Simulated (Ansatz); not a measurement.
**Mo: a short trajectory by PAW and LAPW**

Aim: follow Mo in time (20 steps of 3 fs under a Langevin thermostat at 300 K) with PAW and LAPW. Both runs start alike, so that frozen cores can be judged against all electrons.

Program: Ansatz 0.2.0. Level of theory: DFT PBE, scalar-relativistic. These are calculated values, not measurements.

### Step 1. The starting structure

The cell holds 4 atoms (Mo4): a = 5.450 Å, b = 5.450 Å, c = 2.725 Å, α = 109.47°, β = 109.47°, γ = 109.47°.

Structure file:

```
Mo
1.0
    -3.14683    3.14683    3.14683
     3.14683   -3.14683    3.14683
     1.57342    1.57342   -1.57342
Mo
4
Cartesian
  0.0000 0.0000 0.0000
  1.5734 -1.5734 1.5734
  -1.5734 1.5734 1.5734
  0.0000 0.0000 3.1468
```

The cell comes from a crystallographic database entry that wasn't checked; take it as a given geometry, which may be far from equilibrium.

### Step 2. PAW with frozen cores

Contents of input.yaml:

```yaml
crystal:
  lattice:
    - [-3.14683, 3.14683, 3.14683]
    - [3.14683, -3.14683, 3.14683]
    - [1.573415, 1.573415, -1.573415]
  atoms:
    - { symbol: Mo, position: [0.0, 0.0, 0.0] }
    - { symbol: Mo, position: [0.0, 0.5, 0.0] }
    - { symbol: Mo, position: [0.5, 0.0, 0.0] }
    - { symbol: Mo, position: [0.5, 0.5, 0.0] }
kpoints:
  mp_grid: { grid: [4, 4, 8] }
scf:
  occupations: { method: fermi_dirac, width: 0.08 }
hamiltonian:
  xc: pbe
  pseudopotentials: { kind: paw }
output:
  forces: true
  stress: true
md:
  timestep: 3.0
  n_steps: 20
  ensemble: nvt_langevin
  temperature: 300
  initial_velocities: maxwell_boltzmann
  seed: 892873
```

Run with:

```sh
ansatz run input.yaml --threads 2 --pin off --max-ram 4096MiB --backend cpu --events-out ev --progress --plain --runs-dir out
```

Output, cut to the lines that bear on the results:

```text
Warning: md: disabling space-group detection — thermal motion breaks the input geometry's symmetry, so no spatial operation reduces the k-mesh or symmetrises the density; time reversal is kept, so that k and −k are solved as one point where they differ and the mesh holds both, and exact [...]
Warning: output.stress: scf.convergence.dr2_threshold = 4e-9 eV (the default of an md: trajectory) is looser than the 4e-10 eV advised for a printed stress (1e-10 eV for each atom of the cell: 4). What an SCF threshold leaves in a stress goes as its square root, and in the free energy as [...]
Pseudopotentials: kind: paw
Pseudopotential: Mo, paw, valence charge 14, recommended cutoff 420 eV (normal)
Functional definition: PBE
[...]
Crystal: 4 atoms, lattice volume = 62.323 Å³
Basis set: ecut = 420 eV, 1257 PW (Γ), exchange–correlation on 80×80×40 points (8 copies of the dense FFT grid, shifted against one another)
Bands: 34, of which v1, the nominal top of the filled ones, is band 28 counted from 1 (27 counted from 0)
Symmetry: 1 space group operations
k-points: 68 of 128 (time reversal used)
[...]
SCF iter   1: F=—  HF=-19824.022345 eV  |F-HF|=—  |Δ(HF+E_count)|=         —  Δρ=2.65e-3  dr2=2.38e-3  ethr=1.77e-3  ⟨swp⟩=4.9  Hψ=8328  notcnv=0
[...]
md step     0: t =     0.00 fs  T =   225.0 K  F+E_penalty+E_count = -19824.02275729 eV  E_kin = 0.116334 eV  P_inst = 4.1899 GPa  (6 SCF iters)
[...]
md step     6: t =    18.00 fs  T =   250.8 K  F+E_penalty+E_count = -19823.98805710 eV  E_kin = 0.129681 eV  P_inst = 4.3568 GPa  (5 SCF iters)
[...]
md step     7: t =    21.00 fs  T =   318.7 K  F+E_penalty+E_count = -19823.97415563 eV  E_kin = 0.164766 eV  P_inst = 4.4864 GPa  (4 SCF iters)
SCF iter   1: F=—  HF=-19823.957962 eV  |F-HF|=—  |Δ(HF+E_count)|=         —  Δρ=2.47e-4  dr2=2.17e-5  ethr=2.34e-7  ⟨swp⟩=4.1  Hψ=8201  notcnv=0
[...]
```

### Step 3. The log goes on: 20 steps of 3.0 fs from 300 K

The log, continued, cut to the lines that bear on the results:

```text
SCF iter   2: F=—  HF=-19823.957960 eV  |F-HF|=—  |Δ(HF+E_count)|=   2.62e-6  Δρ=1.46e-4  dr2=6.65e-6  ethr=3.88e-8  ⟨swp⟩=1.0  Hψ=2858  notcnv=0
[...]
md step     8: t =    24.00 fs  T =   254.0 K  F+E_penalty+E_count = -19823.95796022 eV  E_kin = 0.131315 eV  P_inst = 4.5174 GPa  (5 SCF iters)
[...]
md step    11: t =    33.00 fs  T =   125.5 K  F+E_penalty+E_count = -19823.91647902 eV  E_kin = 0.064904 eV  P_inst = 4.6058 GPa  (5 SCF iters)
[...]
md step    14: t =    42.00 fs  T =   124.5 K  F+E_penalty+E_count = -19823.89178062 eV  E_kin = 0.064395 eV  P_inst = 4.7256 GPa  (5 SCF iters)
[...]
md step    17: t =    51.00 fs  T =   226.8 K  F+E_penalty+E_count = -19823.88841991 eV  E_kin = 0.117260 eV  P_inst = 4.8917 GPa  (4 SCF iters)
[...]
md step    19: t =    57.00 fs  T =   152.8 K  F+E_penalty+E_count = -19823.89081686 eV  E_kin = 0.078997 eV  P_inst = 4.8808 GPa  (5 SCF iters)
[...]
md step    20: t =    60.00 fs  T =   183.1 K  F+E_penalty+E_count = -19823.89438888 eV  E_kin = 0.094662 eV  P_inst = 4.9265 GPa  (6 SCF iters)
SCF converged after 6 iterations
Free energy (F): -19823.894389 eV
[...]
E sigma→0 (E₀):  -19823.861451 eV
Entropy (-TS):   -0.065877 eV (-16.469 meV/atom)
Fermi energy:    21.067430 eV
[...]
--- Forces (eV/Å), atoms counted from 1 ---
  atom   1  Mo    -0.23634484    -0.90858565    -0.75522897
  atom   2  Mo     0.17803661     0.28452152     1.00507793
  atom   3  Mo     0.14123184     0.29384557    -0.66953594
  atom   4  Mo    -0.08292464     0.33021817     0.41968598
[...]
--- Stress (GPa, compression-positive) ---
        4.095472      -0.038035       0.368607
       -0.038035       4.921025       0.178807
        0.368607       0.178807       5.276395
  P = ⅓ Tr σ = 4.7643 GPa (47.643 kbar)
--- MD trajectory: 20 steps, t = 0.0 → 60.0 fs ---
  final state: T = 183.1 K   F+E_penalty+E_count = -19823.89438888 eV   E_kin = 0.094662 eV
```

Run time: 2.2 min. Hardware: 2 threads of Arm Neoverse V1, shared host; peak memory 0.5 GiB.

### Step 4. What the atoms did

Every step; energies are changes from step 0; msd is the mean square displacement from the start, the centre of mass held:

```csv
time (fs),T (K),potential energy change (meV/atom),pressure (GPa),msd Mo (Å²)
0.0,225,0.0,4.2,0.000
3.0,246,0.2,4.2,0.000
6.0,269,0.9,4.2,0.000
9.0,255,2.1,4.2,0.001
12.0,240,3.8,4.3,0.001
15.0,272,6.0,4.3,0.001
18.0,251,8.7,4.4,0.002
21.0,319,12.2,4.5,0.003
24.0,254,16.2,4.5,0.004
27.0,169,20.2,4.5,0.004
30.0,104,23.6,4.5,0.005
33.0,126,26.6,4.6,0.006
36.0,137,29.3,4.7,0.006
39.0,107,31.4,4.7,0.007
42.0,125,32.7,4.7,0.007
45.0,180,33.4,4.8,0.007
48.0,196,33.7,4.8,0.007
51.0,227,33.6,4.9,0.007
54.0,203,33.3,4.9,0.007
57.0,153,33.0,4.9,0.007
60.0,183,32.1,4.9,0.007
```

time (fs), T (K) and a bar:
```
      0.0        225 #################
      3.0        246 ####################
      6.0        269 #######################
      9.0        255 #####################
     12.0        240 ###################
     15.0        272 #######################
     18.0        251 #####################
     21.0        319 ##############################
     24.0        254 #####################
     27.0        169 #########
     30.0        104 
     33.0        126 ###
     36.0        137 #####
     39.0        107 
     42.0        125 ###
     45.0        180 ###########
     48.0        196 #############
     51.0        227 #################
     54.0        203 ##############
     57.0        153 #######
     60.0        183 ###########
```

### Step 5. Snapshots as a file

Positions (Å) and forces (eV/Å):

```xyz
4
Lattice="-3.147 3.147 3.147 3.147 -3.147 3.147 1.573 1.573 -1.573" Properties=species:S:1:pos:R:3:forces:R:3 pbc="T T T" time_fs=6.0 T=269 dE=0.0037
Mo   -0.002    0.019    0.005    0.022   -0.161   -0.040
Mo    1.574   -1.580    1.565   -0.010   -0.025    0.088
Mo   -1.579    1.576    1.581    0.102    0.078   -0.072
Mo    0.010   -0.014    3.149   -0.114    0.109    0.024
4
Lattice="-3.147 3.147 3.147 3.147 -3.147 3.147 1.573 1.573 -1.573" Properties=species:S:1:pos:R:3:forces:R:3 pbc="T T T" time_fs=15.0 T=272 dE=0.0238
Mo   -0.004    0.051    0.015   -0.004   -0.473   -0.134
Mo    1.570   -1.591    1.558    0.024   -0.027    0.225
Mo   -1.590    1.576    1.596    0.203    0.252   -0.196
Mo    0.019   -0.031    3.153   -0.224    0.248    0.105
4
Lattice="-3.147 3.147 3.147 3.147 -3.147 3.147 1.573 1.573 -1.573" Properties=species:S:1:pos:R:3:forces:R:3 pbc="T T T" time_fs=24.0 T=254 dE=0.0648
Mo   -0.004    0.084    0.019   -0.039   -0.854   -0.244
Mo    1.565   -1.608    1.555    0.054    0.010    0.262
Mo   -1.605    1.573    1.608    0.352    0.419   -0.247
Mo    0.029   -0.051    3.148   -0.367    0.425    0.229
4
Lattice="-3.147 3.147 3.147 3.147 -3.147 3.147 1.573 1.573 -1.573" Properties=species:S:1:pos:R:3:forces:R:3 pbc="T T T" time_fs=30.0 T=104 dE=0.0943
Mo   -0.003    0.099    0.022   -0.055   -1.051   -0.322
Mo    1.566   -1.615    1.549    0.036    0.051    0.312
Mo   -1.618    1.571    1.613    0.432    0.496   -0.297
Mo    0.029   -0.059    3.143   -0.413    0.504    0.308
4
Lattice="-3.147 3.147 3.147 3.147 -3.147 3.147 1.573 1.573 -1.573" Properties=species:S:1:pos:R:3:forces:R:3 pbc="T T T" time_fs=36.0 T=137 dE=0.1172
Mo   -0.005    0.106    0.025   -0.056   -1.185   -0.383
Mo    1.564   -1.623    1.537    0.015    0.112    0.420
Mo   -1.627    1.565    1.615    0.439    0.562   -0.377
Mo    0.025   -0.065    3.142   -0.398    0.512    0.340
4
Lattice="-3.147 3.147 3.147 3.147 -3.147 3.147 1.573 1.573 -1.573" Properties=species:S:1:pos:R:3:forces:R:3 pbc="T T T" time_fs=45.0 T=180 dE=0.1336
Mo   -0.010    0.104    0.034   -0.099   -1.214   -0.522
Mo    1.561   -1.630    1.515    0.023    0.171    0.630
Mo   -1.636    1.561    1.609    0.376    0.556   -0.503
Mo    0.012   -0.070    3.141   -0.300    0.488    0.396
4
Lattice="-3.147 3.147 3.147 3.147 -3.147 3.147 1.573 1.573 -1.573" Properties=species:S:1:pos:R:3:forces:R:3 pbc="T T T" time_fs=54.0 T=203 dE=0.1331
Mo   -0.015    0.088    0.045   -0.184   -1.054   -0.686
Mo    1.553   -1.639    1.488    0.096    0.243    0.869
Mo   -1.638    1.563    1.595    0.261    0.399   -0.610
Mo   -0.002   -0.072    3.139   -0.173    0.412    0.428
4
Lattice="-3.147 3.147 3.147 3.147 -3.147 3.147 1.573 1.573 -1.573" Properties=species:S:1:pos:R:3:forces:R:3 pbc="T T T" time_fs=60.0 T=183 dE=0.1284
Mo   -0.019    0.076    0.049   -0.236   -0.909   -0.755
Mo    1.545   -1.642    1.475    0.178    0.285    1.005
Mo   -1.633    1.566    1.586    0.141    0.294   -0.670
Mo   -0.009   -0.069    3.139   -0.083    0.330    0.420
```

### Step 6. LAPW, all electrons

Changes to input.yaml since step 2:

```diff
@@ -16,3 +16,3 @@
   xc: pbe
-  pseudopotentials: { kind: paw }
+  pseudopotentials: { kind: all_electron, lapw: { basis_error: 0.001 } }
 output:
```

Run with:

```sh
ansatz run input.yaml --threads 2 --pin off --max-ram 4096MiB --backend cpu --events-out ev --progress --plain --runs-dir out
```

Output, cut to the lines that bear on the results:

```text
Warning: md: disabling space-group detection — thermal motion breaks the input geometry's symmetry, so no spatial operation reduces the k-mesh or symmetrises the density; time reversal is kept, so that k and −k are solved as one point where they differ and the mesh holds both, and exact [...]
LAPW: plane waves up to 8.398 Å⁻¹, error target 1.0e-3 eV per atom; small_component_spin mean_spin; Mo in spheres of 1.322 Å, 30 of its electrons in bands, Dirac shells []
[...]
Pseudopotentials: kind: all_electron
Pseudopotential: Mo, LAPW, valence charge 30, Koelling and Harmon's equation, gaussian nucleus
Functional definition: PBE
[...]
Crystal: 4 atoms, lattice volume = 62.323 Å³
Basis set: ecut = 268.724490857483 eV, 615 PW (Γ), exchange–correlation at level 2
Bands: 72, of which v1, the nominal top of the filled ones, is band 60 counted from 1 (59 counted from 0)
Symmetry: 1 space group operations
k-points: 68 of 128 (time reversal used)
[...]
SCF iter   1: F=—  HF=-440713.765039 eV  |F-HF|=—  |Δ(HF+E_count)|=         —  Δρ=6.27e-2  dr2=1.56e0  ethr=1.30e-3  ⟨swp⟩=2.0  Hψ=29738  notcnv=0
[...]
the basis was enlarged: its passes take 834.0 KiB over the memory plan, 2 of 2 planned eigensolver slots
[...]
md step     0: t =     0.00 fs  T =   225.0 K  F+E_penalty+E_count = -440711.32519524 eV  E_kin = 0.116334 eV  P_inst = 4.1766 GPa  (10 SCF iters)
[...]
md step     3: t =     9.00 fs  T =   254.6 K  F+E_penalty+E_count = -440711.31677357 eV  E_kin = 0.131624 eV  P_inst = 4.2345 GPa  (10 SCF iters)
md step     4: t =    12.00 fs  T =   240.3 K  F+E_penalty+E_count = -440711.31011567 eV  E_kin = 0.124263 eV  P_inst = 4.2478 GPa  (9 SCF iters)
```

### Step 7. The log goes on: 20 steps of 3.0 fs from 300 K, LAPW in place of PAW files

The log, continued, cut to the lines that bear on the results:

```text
md step     5: t =    15.00 fs  T =   271.9 K  F+E_penalty+E_count = -440711.30137411 eV  E_kin = 0.140570 eV  P_inst = 4.3119 GPa  (8 SCF iters)
[...]
md step     9: t =    27.00 fs  T =   169.2 K  F+E_penalty+E_count = -440711.24451204 eV  E_kin = 0.087490 eV  P_inst = 4.5136 GPa  (7 SCF iters)
[...]
md step    13: t =    39.00 fs  T =   107.4 K  F+E_penalty+E_count = -440711.19957821 eV  E_kin = 0.055525 eV  P_inst = 4.6656 GPa  (9 SCF iters)
[...]
md step    17: t =    51.00 fs  T =   226.8 K  F+E_penalty+E_count = -440711.19071516 eV  E_kin = 0.117280 eV  P_inst = 4.8775 GPa  (8 SCF iters)
[...]
md step    19: t =    57.00 fs  T =   152.8 K  F+E_penalty+E_count = -440711.19312747 eV  E_kin = 0.079024 eV  P_inst = 4.8663 GPa  (9 SCF iters)
[...]
md step    20: t =    60.00 fs  T =   183.2 K  F+E_penalty+E_count = -440711.19670672 eV  E_kin = 0.094709 eV  P_inst = 4.9119 GPa  (9 SCF iters)
NSCF: frozen V_eff on 68 k-points
[...]
SCF converged after 9 iterations
Free energy (F): -440711.196707 eV
[...]
E sigma→0 (E₀):  -440711.163755 eV
Entropy (-TS):   -0.065903 eV (-16.476 meV/atom)
Fermi energy:    23.415846 eV
[...]
--- Forces (eV/Å), atoms counted from 1 ---
  atom   1  Mo    -0.23635767    -0.90855361    -0.75539114
  atom   2  Mo     0.17797633     0.28455281     1.00528884
  atom   3  Mo     0.14127070     0.29377697    -0.66950588
  atom   4  Mo    -0.08288792     0.33022461     0.41960973
[...]
--- Stress (GPa, compression-positive) ---
        4.079911      -0.039162       0.368246
       -0.039162       4.906820       0.177467
        0.368246       0.177467       5.262111
  P = ⅓ Tr σ = 4.7496 GPa (47.496 kbar)
--- Band table (eV; the first three rows and the last of 68) ---
[...]
--- MD trajectory: 20 steps, t = 0.0 → 60.0 fs ---
  final state: T = 183.2 K   F+E_penalty+E_count = -440711.19670672 eV   E_kin = 0.094709 eV
```

Run time: 39 min. Hardware: 2 threads of Arm Neoverse V1, shared host; peak memory 0.91 GiB.

### Step 8. The trajectory

One step in 2; energies are changes from step 0; msd is the mean square displacement from the start, the centre of mass held:

```csv
time (fs),T (K),potential energy change (meV/atom),pressure (GPa),msd Mo (Å²)
0.0,225,0.0,4.2,0.000
6.0,269,0.9,4.2,0.000
12.0,240,3.8,4.2,0.001
18.0,251,8.7,4.3,0.002
24.0,254,16.2,4.5,0.004
30.0,104,23.6,4.5,0.005
36.0,137,29.4,4.7,0.006
42.0,125,32.8,4.7,0.007
48.0,196,33.7,4.8,0.007
54.0,203,33.3,4.9,0.007
60.0,183,32.1,4.9,0.007
```

time (fs), T (K) and a bar:
```
      0.0        225 #################
      3.0        246 ####################
      6.0        269 #######################
      9.0        255 #####################
     12.0        240 ###################
     15.0        272 #######################
     18.0        251 #####################
     21.0        319 ##############################
     24.0        254 #####################
     27.0        169 #########
     30.0        104 
     33.0        125 ###
     36.0        137 #####
     39.0        107 
     42.0        125 ###
     45.0        180 ###########
     48.0        196 #############
     51.0        227 #################
     54.0        203 ##############
     57.0        153 #######
     60.0        183 ###########
```

### Step 9. Outcome

| quantity | value |
| --- | --- |
| PAW: length | 20 steps of 3 fs |
| PAW: temperature, first and last step | 225 and 183 K |
| PAW: temperature, second half | mean 158 K, from 104 to 227 K |
| PAW: potential energy, second half | +31 meV/atom from this run's first step |
| PAW: mean square displacement, second half | Mo 0.007 Å² |
| LAPW: length | 20 steps of 3 fs |
| LAPW: temperature, first and last step | 225 and 183 K |
| LAPW: temperature, second half | mean 158 K, from 104 to 227 K |
| LAPW: potential energy, second half | +31 meV/atom from this run's first step |
| LAPW: mean square displacement, second half | Mo 0.007 Å² |

What this shows: Against a set 300 K the second half averages 158 K, going from 104 to 183 K over that half; 31 meV/atom has gone into potential energy, and a thermostat that acts over some 100 fs has not made it up in 60 fs. The farthest move is 0.12 Å, against a mean nearest distance of 2.7 Å at the start: no atom has changed site so far. Averages from a run of 60 fs with 4 atoms are rough. The price, with the outputs that each input asks for: 39 min for LAPW against 2.2 min for PAW, about 18 to one.
